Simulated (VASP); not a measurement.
# BN (P6_3/mmc) in VASP: further runs, part 2 of 2

VASP 6.6.1.

### Step 4. Relaxation of shape and atoms at fixed volume, PBE+D3(BJ)

This run uses another cell than the first one, of 9.77 Å³/atom, 1.089 times its volume.

Contents of INCAR:

```
PREC     = Accurate       # precision mode
ENCUT    = 520            # plane-wave cutoff, eV
EDIFF    = 1E-7           # SCF threshold, eV
ISMEAR   = 0              # smearing method
SIGMA    = 0.02           # smearing width, eV
LREAL    = False          # projectors in reciprocal space
LASPH    = True           # aspherical terms in the spheres
NELM     = 60             # most SCF steps
ALGO     = Normal         # electronic algorithm
ISIF     = 4              # what is computed and relaxed
LWAVE    = False          # write WAVECAR
LCHARG   = False          # write CHGCAR
GGA      = PE             # functional
IVDW     = 12             # dispersion correction
IBRION   = 2              # ionic algorithm
NSW      = 80             # ionic steps
EDIFFG   = -0.002         # ionic threshold
```

Contents of KPOINTS:

```
Automatic mesh
0
Gamma
  3 3 1
```

Contents of POSCAR:

```
BN                                      
1.0
    2.5062864720     -0.0000000000     -0.0000000000
   -1.2531432360      2.1705077492     -0.0000000000
    0.0000000000      0.0000000000      7.1826690348
  B               N             
     2     2
Direct
     0.3333333300000021    0.6666666699999979    0.2500000000000000
     0.6666666699999979    0.3333333300000021    0.7500000000000000
     0.3333333300000021    0.6666666699999979    0.7500000000000000
     0.6666666699999979    0.3333333300000021    0.2500000000000000
```

Started as:

```bash
$ cat potpaw_PBE.64/B/POTCAR potpaw_PBE.64/N/POTCAR > POTCAR
$ mpirun -np 1 vasp_std > vasp.out
```

Run time: 4 s. Hardware: 1 thread of Intel Xeon Platinum 8259CL at 2.50GHz (Skylake/Cascade Lake), shared host; peak memory 0.15 GiB.

It converged, with:

```yaml
Free_energy: -35.4453 eV
Pressure_after_relaxing: 0.0 GPa
Band_gap_on_the_k_mesh: 4.73 eV, direct
Dispersion_energy_per_atom: -0.128 eV
```

Final structure:
```
B N
1.0
     2.50629    0.00000    0.00000
    -1.25314    2.17051    0.00000
     0.00000    0.00000    7.18267
B N
2 2
Cartesian
  0.0000 1.4470 1.7957
  1.2531 0.7235 5.3870
  0.0000 1.4470 5.3870
  1.2531 0.7235 1.7957
```

Levels at points of the mesh, in eV from the valence-band top:
| k point | band 4 | band 5 | band 6 | band 7 | band 8 | band 9 | band 10 | band 11 | band 12 |
| --- | --- | --- | --- | --- | --- | --- | --- | --- | --- |
| (0.00, 0.00, 0.00) | -4.47 | -1.30 | -1.30 | -1.28 | -1.28 | 4.83 | 9.40 | 11.55 | 11.55 |

Caveat: the k mesh is coarse (spacing up to 0.96 Å⁻¹), so the values aren't converged; the relaxation stopped at its first step, so nothing moved; an odd mesh through Γ misses points on the zone boundary, where band edges often lie.

### Step 5. Relaxation of shape and atoms at fixed volume, PBE+D3(BJ) (a relaxed cell with its volume scaled by 0.97)

INCAR is that of step 4.

KPOINTS is that of step 4.

POSCAR, as its differences from that of step 4:

```diff
@@ -2,5 +2,5 @@
 1.0
-    2.5062864720     -0.0000000000     -0.0000000000
-   -1.2531432360      2.1705077492     -0.0000000000
-    0.0000000000      0.0000000000      7.1826690348
+    2.4809687161     -0.0000000000     -0.0000000000
+   -1.2404843580      2.1485819294     -0.0000000000
+    0.0000000000      0.0000000000      7.1101118617
   B               N
```

Started as:

```bash
$ cat potpaw_PBE.64/B/POTCAR potpaw_PBE.64/N/POTCAR > POTCAR
$ mpirun -np 1 vasp_std > vasp.out
```

It took 8 s on 1 thread of Intel Xeon Platinum 8259CL at 2.50GHz (Skylake/Cascade Lake), shared host; peak memory 0.15 GiB.

The run converged. Its results:

```yaml
Free_energy: -35.4422 eV
Energy_gained_by_relaxing: 5.9 meV/atom
Ionic_steps: 3
Pressure_after_relaxing: 0.6 GPa
Band_gap_on_the_k_mesh: 4.78 eV, direct
Dispersion_energy_per_atom: -0.133 eV
```

Step by step:
```csv
step,energy change (eV),largest force (eV/Å),pressure (GPa),volume (Å³)
1,0.0000,0.0000,7.19,37.90
2,-0.0234,0.0000,0.25,37.90
3,-0.0235,0.0000,0.61,37.90
```

Final structure:
```xyz
4
Lattice="2.5047 0.0000 0.0000 -1.2524 2.1692 0.0000 0.0000 0.0000 6.9759" Properties=species:S:1:pos:R:3 pbc="T T T"
B     0.0000    1.4461    1.7440
B     1.2524    0.7231    5.2319
N     0.0000    1.4461    5.2319
N     1.2524    0.7231    1.7440
```

Levels at points of the mesh, in eV from the valence-band top:
| k point | band 5 | band 6 | band 7 | band 8 | band 9 | band 10 | band 11 | band 12 |
| --- | --- | --- | --- | --- | --- | --- | --- | --- |
| (0.00, 0.00, 0.00) | -1.28 | -1.28 | -1.26 | -1.26 | 4.98 | 9.77 | 11.57 | 11.57 |

Caveat: the k mesh is coarse (spacing up to 0.97 Å⁻¹), so the values aren't converged; an odd mesh through Γ misses points on the zone boundary, where band edges often lie.

### Step 6. Relaxation of shape and atoms at fixed volume, PBE+D3(BJ) (a relaxed cell with its volume scaled by 1.03)

INCAR is that of step 5.

KPOINTS is that of step 5.

POSCAR, as its differences from that of step 5:

```diff
@@ -2,5 +2,5 @@
 1.0
-    2.4809687161     -0.0000000000     -0.0000000000
-   -1.2404843580      2.1485819294     -0.0000000000
-    0.0000000000      0.0000000000      7.1101118617
+    2.5311028035     -0.0000000000     -0.0000000000
+   -1.2655514018      2.1919993226     -0.0000000000
+    0.0000000000      0.0000000000      7.2537891951
   B               N
```

Potentials or basis: VASP PAW PBE potentials, release 64 (B, N).

Started as:

```bash
$ cat potpaw_PBE.64/B/POTCAR potpaw_PBE.64/N/POTCAR > POTCAR
$ mpirun -np 1 vasp_std > vasp.out
```

Run time: 8 s. Hardware: 1 thread of Intel Xeon Platinum 8259CL at 2.50GHz (Skylake/Cascade Lake), shared host; peak memory 0.15 GiB.

Results (log left out):

```
Free energy                : -35.4452 eV
Energy gained by relaxing  : 5.5 meV/atom
Ionic steps                : 3
Pressure after relaxing    : -0.4 GPa
Band gap on the k mesh     : 4.70 eV, direct
Dispersion energy per atom : -0.123 eV
```

Step by step:
```csv
step,energy change (eV),largest force (eV/Å),pressure (GPa),volume (Å³)
1,0.0000,0.0000,-6.23,40.25
2,-0.0218,0.0000,-0.48,40.25
3,-0.0218,0.0000,-0.42,40.25
```

Final structure:
```yaml
crystal:
  lattice:
    - [2.50755, 0.00000, 0.00000]
    - [-1.25378, 2.17161, 0.00000]
    - [0.00000, 0.00000, 7.39067]
  atoms:
    - { symbol: B, position: [0.33333, 0.66667, 0.25000] }
    - { symbol: B, position: [0.66667, 0.33333, 0.75000] }
    - { symbol: N, position: [0.33333, 0.66667, 0.75000] }
    - { symbol: N, position: [0.66667, 0.33333, 0.25000] }
```

Levels at points of the mesh, in eV from the valence-band top:
```tsv
k point	band 6	band 7	band 8	band 9	band 10	band 11
(0.00, 0.00, 0.00)	-1.31	-1.30	-1.30	4.71	9.05	11.40
```

Caveat: the k mesh is coarse (spacing up to 0.96 Å⁻¹), so the values aren't converged; an odd mesh through Γ misses points on the zone boundary, where band edges often lie.

### Step 7. Summary

| task | cell | gap on the mesh (eV) | pressure (GPa) | relaxed volume (Å³/atom) |
| --- | --- | --- | --- | --- |
| relaxation of cell and atoms | relaxed | 4.73 | 0.0 | 9.77 |
| relaxation of shape and atoms at fixed volume | relaxed at fixed volume | 4.73 | 0.0 | - |
| relaxation of shape and atoms at fixed volume | relaxed at fixed volume from: a relaxed cell with its volume scaled by 0.97 | 4.78 | 0.6 | - |
| relaxation of shape and atoms at fixed volume | relaxed at fixed volume from: a relaxed cell with its volume scaled by 1.03 | 4.70 | -0.4 | 10.06 |

Alike in all rows: level PBE+D3(BJ); potentials or basis VASP PAW PBE potentials, release 64 (B, N); no spin polarisation; k mesh 3 × 3 × 1; cutoff (eV) 520; smearing gaussian 0.02 eV; the mesh is coarse, so values aren't converged.

Caveats: all runs use coarse meshes; an odd mesh through Γ misses points on the zone boundary, where band edges often lie; the relaxation stopped at its first step, so nothing moved (some runs).

Total energies depend on the potentials used, so only differences within one code and one set of settings carry meaning.
